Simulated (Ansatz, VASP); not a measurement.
# Al26N27 (V_Al) in two plane-wave programs

Aim: how closely do two programs agree when they are given the same cell, functional and k mesh? Of the first pair: The structure shown is the start of the Ansatz relaxation below; VASP solves that cell, so the two are compared at the walk's first step.

Method: plane waves, with VASP 6.6.1 beside it; r2SCAN, in Ansatz 0.2.0.

The structure was built from a prototype and need not be the compound's stable phase.

## 1. Set-up

The cell holds 53 atoms: 26 Al and 27 N. Cell: a = 9.408 Å, b = 9.408 Å, c = 9.408 Å, α = 60.0°, β = 60.0°, γ = 60.0°. It derives from AlN (AlN (F-43m)). Nearest the centre at fractional (0.333, 0.667, 0.667): N41 at 1.88 Å, N35 at 1.91 Å, N44 at 1.92 Å, N43 at 1.93 Å, Al13 at 3.09 Å, Al25 at 3.11 Å, Al12 at 3.11 Å, Al11 at 3.11 Å. The cell carries charge −3.

Structure file:

```xyz
53
Lattice="0.0000 6.6525 6.6525 6.6525 0.0000 6.6525 6.6525 6.6525 0.0000" Properties=species:S:1:pos:R:3 pbc="T T T"
Al    6.6225    6.6594   13.2656
Al    8.8394    8.8339   13.2889
Al    4.4392   11.0392    6.6648
Al    8.8453    6.6881    2.2424
Al    4.3894    2.2371    2.2232
Al    6.6385    4.4615    2.2575
Al   11.0892   13.2683   11.0536
Al    6.6378    2.2203    4.4827
Al    8.8524    4.4123    4.4759
Al    0.0251    2.1878    2.1861
Al    2.2526    4.4307    2.1822
Al    4.4044    6.6131    2.2150
Al    8.8963    8.8451    4.4695
Al    4.4276    4.4809    4.4167
Al    6.6303    6.6147    4.4589
Al   11.0924    8.8936    6.6963
Al    6.6068    4.4185    6.6409
Al    6.6595   11.0461    4.4622
Al    2.2244    6.6883    4.4692
Al    4.4606    8.8944    4.4703
Al    8.8708   11.0551    6.6906
Al    4.4506    6.6481    6.6052
Al    6.6683    8.9023    6.6872
Al   11.1024   11.0525    8.9025
Al    6.6754    6.6121    8.8514
Al    8.8813    8.9121    8.8456
N     1.1398    1.0726    1.1241
N     3.3460    3.3711    1.1186
N     5.5436    5.5065    1.0754
N     3.3676    1.0875    3.3447
N     5.5340    3.3550    3.2865
N     7.7639    5.5474    3.2765
N     5.5689    1.0849    5.5798
N     7.7141    3.3117    5.5517
N    10.0060    5.5502    5.5852
N     1.1423    3.3217    3.3631
N     3.2802    5.5626    3.3217
N     5.5846    7.7654    3.2978
N     3.3207    3.3759    5.5441
N     5.5477    5.4982    5.5236
N     7.7617    7.7203    5.5724
N     5.5071    3.2928    7.7674
N     7.7470    5.5086    7.7287
N     9.9387    7.7729    7.7889
N     1.1550    5.5263    5.5509
N     3.3625    7.7894    5.5636
N     5.5203    9.9958    5.5845
N     3.3221    5.5635    7.7155
N     5.5052    7.7463    7.7331
N     7.7543   10.0179    7.7309
N     5.5283    5.5199   10.0199
N     7.7748    7.7142    9.9890
N     9.9413   10.0014    9.9545
```

## 2. Ansatz: relaxation, r2SCAN

Ansatz runs on its PAW soft_1 files.

The two programs are compared at the cell with which this relaxation starts, whose forces are those of its first step.

Input file input.yaml:

```yaml
crystal:
  lattice:
    - [0.0, 2.2175009, 2.2175009]
    - [2.2175009, 0.0, 2.2175009]
    - [2.2175009, 2.2175009, 0.0]
  atoms:
    - { symbol: Al, position: [0.0, 0.0, 0.0] }
    - { symbol: "N", position: [0.25, 0.25, 0.25] }
  supercell: [3, 3, 3]
  defects: [{ vacancy: 34 }]
total_charge: -3
basis:
  ecutwfc: 500
  xc_grid: 2
hamiltonian:
  xc: r2scan
  pseudopotentials: { kind: paw, azcp: { folder: soft_1 } }
kpoints:
  mp_grid: { grid: [1, 1, 1], shift: [0.25, 0.25, 0.25] }
scf:
  occupations: { method: fixed }
  max_iter: 80
output:
  forces: true
  charged_corrections: { epsilon: 4.64, static_epsilon: 8.51 }
relax:
  f_tol: 0.02
  max_steps: 80
  random_displacement: { amplitude: 0.05, seed: 6149 }
checkpoint:
  write: "../qm3.relax.run"
  compress: false
  write_wavefunctions: true
  write_every: 100000
```

Command:

```sh
$ ansatz run input.yaml --threads 8 --pin off --max-ram 15073MiB --backend cpu --events-out ev --progress --plain --runs-dir out
```

Numbers of over 12 decimals in the logs are rounded to 6 here.

Output:

```text
Engine: ansatz 0.2.0, x86_64-unknown-linux-gnu
Pseudopotentials: kind: paw
Pseudopotential: Al, paw, valence charge 3, recommended cutoff 500 eV (meta_gga), soft_1/Al.paw.azcp
Pseudopotential: N, paw, valence charge 5, recommended cutoff 500 eV (meta_gga), soft_1/N.paw.azcp
Functional definition: r2SCAN
  parameter k0 = 0.174
  parameter k1 = 0.065
  parameter a1 = 4.9479
  exchange = r2scan_x(k0 = k0, k1 = k1, a1 = a1)
  correlation = r2scan_c
Crystal: 53 atoms, lattice volume = 588.824 Å³
Basis set: ecut = 500 eV, 15065 PW (Γ), exchange–correlation on 144×144×144 points (8 copies of the dense FFT grid, shifted against one another)
Bands: 161, of which v1, the nominal top of the filled ones, is band 108 counted from 1 (107 counted from 0)
Symmetry: 1 space group operations
k-points: 1
Non-local potential: Al, projectors of the file, l = 0: 2, l = 1: 2, l = 2: 1
Non-local potential: N, projectors of the file, l = 0: 2, l = 1: 2, l = 2: 1
PAW form: soft (Blöchl's): semilocal exchange-correlation on the pseudo side does not see the compensation charge
PAW frozen core: Al, regenerated for the run's functional (the file was generated under x = pbe(κ = 0.804, μ = 0.219515), c = pbe(β = 0.066725))
PAW frozen core: N, regenerated for the run's functional (the file was generated under x = pbe(κ = 0.804, μ = 0.219515), c = pbe(β = 0.066725))
PAW one-centre angular grid: Al, 302 points (default); XC on 160 Gauss nodes
PAW one-centre angular grid: N, 302 points (default); XC on 160 Gauss nodes
Initial density: superposition of atomic densities (chi_scale 0.1, normalization cell, long waves kept (reshape's long-wave potential 0.13 eV rms))
Initial wavefunctions: pseudopotential atomic-orbital guess
Functional: x = r2scan, c = r2scan; τ floored in thin density (d = 2e-4 eV/Å³)
SCF iter   1: F=—  HF=-24508.372187 eV  |F-HF|=—  |Δ(HF+E_count)|=         —  Δρ=1.14e-1  dr2=1.00e2  dr2_τ=1.21e1  ethr=3.10e-3  ⟨swp⟩=5.0  Hψ=530  notcnv=0  defer=49
preconditioner: auto → Resta (q_TF=auto, 2.308 Å⁻¹)  ε∞=3.4  [insulator: Δε(μ)=3.474 eV  Ē_g=14.572 eV  n_scr=112 (ndim 8)  ℏωp=22.5 eV  f_vac=0.000  ε∞_Penn≈3.4]
SCF iter   2: F=—  HF=-24486.889863 eV  |F-HF|=—  |Δ(HF+E_count)|=    2.15e1  Δρ=4.53e-2  dr2=8.10e0  dr2_τ=2.23e0  ethr=3.10e-3  ⟨swp⟩=4.0  Hψ=332  notcnv=0  defer=49
SCF iter   3: F=—  HF=-24489.090250 eV  |F-HF|=—  |Δ(HF+E_count)|=    2.20e0  Δρ=2.26e-2  dr2=2.15e0  dr2_τ=1.23e-1  ethr=3.10e-3  ⟨swp⟩=3.0  Hψ=232  notcnv=0  defer=50
SCF iter   4: F=—  HF=-24489.372679 eV  |F-HF|=—  |Δ(HF+E_count)|=   2.82e-1  Δρ=7.74e-3  dr2=4.18e-1  dr2_τ=6.07e-2  ethr=9.95e-4  ⟨swp⟩=2.0  Hψ=201  notcnv=0  defer=49
SCF iter   5: F=—  HF=-24489.294761 eV  |F-HF|=—  |Δ(HF+E_count)|=   7.79e-2  Δρ=1.44e-3  dr2=8.06e-3  dr2_τ=7.42e-4  ethr=1.94e-4  ⟨swp⟩=2.0  Hψ=256  notcnv=0  defer=51
SCF iter   6: F=—  HF=-24489.297031 eV  |F-HF|=—  |Δ(HF+E_count)|=   2.27e-3  Δρ=3.94e-4  dr2=1.11e-3  dr2_τ=7.27e-5  ethr=3.73e-6  ⟨swp⟩=2.0  Hψ=200  notcnv=0  defer=51
SCF iter   7: F=—  HF=-24489.297055 eV  |F-HF|=—  |Δ(HF+E_count)|=   2.49e-5  Δρ=1.56e-4  dr2=1.46e-4  dr2_τ=2.05e-5  ethr=5.13e-7  ⟨swp⟩=2.0  Hψ=213  notcnv=0  defer=51
SCF iter   8: F=-24489.297036 eV  HF=-24489.297037 eV  |F-HF|=1.34e-6  |Δ(HF+E_count)|=   1.85e-5  Δρ=3.24e-5  dr2=5.24e-6  dr2_τ=6.57e-7  ethr=4.63e-9  ⟨swp⟩=3.0  Hψ=504  notcnv=0
SCF 1 converged in 8 iterations: F = -24489.297036 eV  dr2 = 5.24e-6
  greatest PAW one-centre occupation: 0.799 electrons in one spin orbital (limit 2), on the N atom at site 33 (counted from 0), in its partial waves of l = 0
relax step   1: F+E_penalty+E_count = -24489.29703558 eV  Δ(F+E_penalty+E_count) = +0.000e0 eV  max|allowed force component| = 2.622e0 eV/Å  Δτ_max = 0.0000 Å  (8 SCF iters, dr2 threshold 1.00e-5 eV, accepted)
Initial density: handed on by an earlier stage of this run
Initial wavefunctions: those handed on with the density
iter 1 solved again at ethr=4.16e-4 eV; its pass at ethr=3.10e-3 eV (dr2=8.99e-1 eV) is discarded
SCF iter   1: F=—  HF=-24492.077977 eV  |F-HF|=—  |Δ(HF+E_count)|=         —  Δρ=1.21e-2  dr2=9.02e-1  dr2_τ=2.72e0  ethr=4.16e-4  ⟨swp⟩=1.0  Hψ=648  notcnv=0  defer=49
preconditioner: auto → Resta (q_TF=auto, 2.308 Å⁻¹)  ε∞=3.7  [insulator: Δε(μ)=2.741 eV  Ē_g=13.677 eV  n_scr=112 (ndim 8)  ℏωp=22.5 eV  f_vac=0.000  ε∞_Penn≈3.7]
SCF iter   2: F=—  HF=-24492.231011 eV  |F-HF|=—  |Δ(HF+E_count)|=   1.53e-1  Δρ=4.28e-3  dr2=1.30e-1  dr2_τ=2.13e-2  ethr=4.16e-4  ⟨swp⟩=2.0  Hψ=201  notcnv=0  defer=49
SCF iter   3: F=—  HF=-24492.212445 eV  |F-HF|=—  |Δ(HF+E_count)|=   1.86e-2  Δρ=2.03e-3  dr2=2.57e-2  dr2_τ=1.97e-3  ethr=6.01e-5  ⟨swp⟩=2.0  Hψ=183  notcnv=0  defer=51
SCF iter   4: F=—  HF=-24492.209533 eV  |F-HF|=—  |Δ(HF+E_count)|=   2.91e-3  Δρ=3.98e-4  dr2=8.97e-4  dr2_τ=5.96e-5  ethr=1.19e-5  ⟨swp⟩=2.0  Hψ=199  notcnv=0  defer=51
[...]
atom  15  Al    -0.00057602     0.00030787    -0.00087977
  atom  16  N     -0.00096736    -0.00006754    -0.00074405
  atom  17  Al     0.00610959     0.00071121    -0.00016168
  atom  18  N      0.00015473     0.00118434    -0.00039241
  atom  19  Al    -0.00291438    -0.00181747    -0.00046099
  atom  20  N      0.00141251    -0.00092921    -0.00051671
  atom  21  Al     0.00200855     0.00330327    -0.00227760
  atom  22  N     -0.00038297    -0.00071932    -0.00021558
  atom  23  Al     0.00042901     0.00096163    -0.00069070
  atom  24  N     -0.00303101    -0.00099659    -0.00143247
  atom  25  Al     0.00264867    -0.00365885     0.00465094
  atom  26  N      0.00089805     0.00123921    -0.00172941
  atom  27  Al    -0.00041433    -0.00074170     0.00066912
  atom  28  N      0.00232880    -0.00096610    -0.00073560
  atom  29  Al     0.00083580     0.00545659     0.00066451
  atom  30  N      0.00264175     0.00018403     0.00026488
  atom  31  Al    -0.00061593    -0.00060310     0.00235416
  atom  32  N     -0.00074942    -0.00351726    -0.00053121
  atom  33  Al     0.00007456     0.00119795     0.00755961
  atom  34  N      0.00209596     0.00085771     0.00038652
  atom  35  N      0.00268243     0.00120348     0.00101223
  atom  36  Al     0.00225218     0.00178672     0.00003056
  atom  37  N     -0.00096114     0.00026892     0.00062846
  atom  38  Al    -0.00230279    -0.00209708    -0.00169773
[...]
atom  46  Al     0.00209203    -0.00244431     0.00131442
  atom  47  N      0.00045807    -0.00199073    -0.00074324
  atom  48  Al    -0.00330337    -0.00096250    -0.00058190
  atom  49  N     -0.00241158     0.00133205     0.00278588
  atom  50  Al     0.00220896     0.00120586    -0.00172571
  atom  51  N     -0.00073133    -0.00090426     0.00042695
  atom  52  Al     0.00218848     0.00016415     0.00076810
  atom  53  N      0.00095490    -0.00394563    -0.00079158
  max |Σ_I F_I| component: 1.61e-2 eV/Å
--- Charged-cell corrections in eV (Makov–Payne, q = -3.000 e, ε = 8.510) ---
  F (periodic)     = -24492.977007  (uncorrected; the corrections below are reported, never added to it)
  E_corr1          = +2.623892  (monopole, q²α_M/2εL)
  F Makov-Payne    = -24490.353115  (F + E_corr1; no measured alignment; for a localised charge, not one spread in a band: unchecked)
  no potential alignment in this run, which stands beside a crystal: run the host's input off ansatz write-host-input, and read the two finished runs by ansatz place-levels (neither reads a slab, a wire or a sheet, whose cell leaves a vacuum)
--- Band table (eV) ---
  k-point 0: bands = [... 104 lower, 5.9405, 7.3750, 7.6212, 7.6214, 10.8064, 10.9269, 10.9789, 10.9790, ... 49 higher]
--- Relaxed structure (7 steps of the walk, 6 accepted, 0 SCFs on fresh bases) ---
  F+E_penalty+E_count = -24492.97700709 eV   max|allowed force component| = 7.412e-3 eV/Å
  atoms:
    - { symbol: Al, position: [0.00107961, -0.000856304, -0.00214388] }
    - { symbol: N, position: [0.083148, 0.084113, 0.082819] }
    - { symbol: Al, position: [0.00124399, -0.000807484, 0.333823] }
    - { symbol: N, position: [0.083201, 0.084968, 0.415754] }
    - { symbol: Al, position: [0.00140966, -0.00655833, 0.668572] }
    - { symbol: N, position: [0.082939, 0.085079, 0.749161] }
    - { symbol: Al, position: [0.00125089, 0.335119, -0.00211347] }
    - { symbol: N, position: [0.083205, 0.417068, 0.083654] }
    - { symbol: Al, position: [-0.000231377, 0.333640, 0.332315] }
    - { symbol: N, position: [0.083554, 0.417411, 0.416101] }
    - { symbol: Al, position: [-0.00023802, 0.333630, 0.666623] }
    - { symbol: N, position: [0.083169, 0.417026, 0.749256] }
    - { symbol: Al, position: [0.00140367, 0.669890, -0.00790343] }
    - { symbol: N, position: [0.082935, 0.750458, 0.083755] }
    - { symbol: Al, position: [-0.000245242, 0.667944, 0.332296] }
    - { symbol: N, position: [0.083152, 0.750552, 0.415710] }
    - { symbol: Al, position: [0.00136251, 0.670014, 0.668681] }
    - { symbol: N, position: [0.054832, 0.760173, 0.758823] }
    - { symbol: Al, position: [0.336126, -0.000654784, -0.00192144] }
    - { symbol: N, position: [0.415594, 0.085089, 0.083783] }
    - { symbol: Al, position: [0.336039, -0.00658079, 0.333937] }
    - { symbol: N, position: [0.416605, 0.085076, 0.415469] }
    - { symbol: Al, position: [0.335912, -0.00654457, 0.668437] }
    - { symbol: N, position: [0.415683, 0.084826, 0.748263] }
    - { symbol: Al, position: [0.336045, 0.335241, -0.00789959] }
    - { symbol: N, position: [0.416603, 0.416795, 0.083735] }
    - { symbol: Al, position: [0.334070, 0.333617, 0.332293] }
    - { symbol: N, position: [0.416679, 0.417019, 0.415696] }
    - { symbol: Al, position: [0.336142, 0.335219, 0.668679] }
    - { symbol: N, position: [0.426308, 0.388677, 0.758821] }
    - { symbol: Al, position: [0.335894, 0.669755, -0.00787324] }
    - { symbol: N, position: [0.415686, 0.749534, 0.083520] }
    - { symbol: Al, position: [0.336114, 0.669998, 0.333904] }
    - { symbol: N, position: [0.426282, 0.760146, 0.387354] }
    - { symbol: N, position: [0.426557, 0.760395, 0.759068] }
    - { symbol: Al, position: [0.665529, -0.00062556, -0.00193066] }
    - { symbol: N, position: [0.750151, 0.084021, 0.082719] }
    - { symbol: Al, position: [0.665292, -0.00084181, 0.333638] }
    - { symbol: N, position: [0.750238, 0.084122, 0.415713] }
    - { symbol: Al, position: [0.665501, -0.000617215, 0.668689] }
    - { symbol: N, position: [0.751223, 0.085110, 0.748148] }
    - { symbol: Al, position: [0.665285, 0.334943, -0.00215537] }
    - { symbol: N, position: [0.750246, 0.417011, 0.082813] }
    - { symbol: Al, position: [0.665305, 0.335135, 0.333812] }
    - { symbol: N, position: [0.751100, 0.417066, 0.415744] }
    - { symbol: Al, position: [0.659571, 0.335278, 0.668574] }
    - { symbol: N, position: [0.751233, 0.416785, 0.749155] }
    - { symbol: Al, position: [0.665474, 0.670007, -0.00192941] }
    - { symbol: N, position: [0.751217, 0.749442, 0.083803] }
    - { symbol: Al, position: [0.659549, 0.669903, 0.333952] }
    - { symbol: N, position: [0.751214, 0.750464, 0.415478] }
    - { symbol: Al, position: [0.659610, 0.669755, 0.668438] }
    - { symbol: N, position: [0.750977, 0.749539, 0.748257] }
```

(Continued in part 2 of 3.)

[Lines on the potential files, build, host, timing and source positions are cut from VASP's logs without a mark.]

[Logs are printed without paths, hosts, clocks, repeated set-up lines and the standing remarks that a program may print on its own settings, such as how far it seeks lower states.]

[Hosts, paths, dates, database ids (printed as entryN), source tags and the programs' standing remarks are cut or masked in the printed files.]
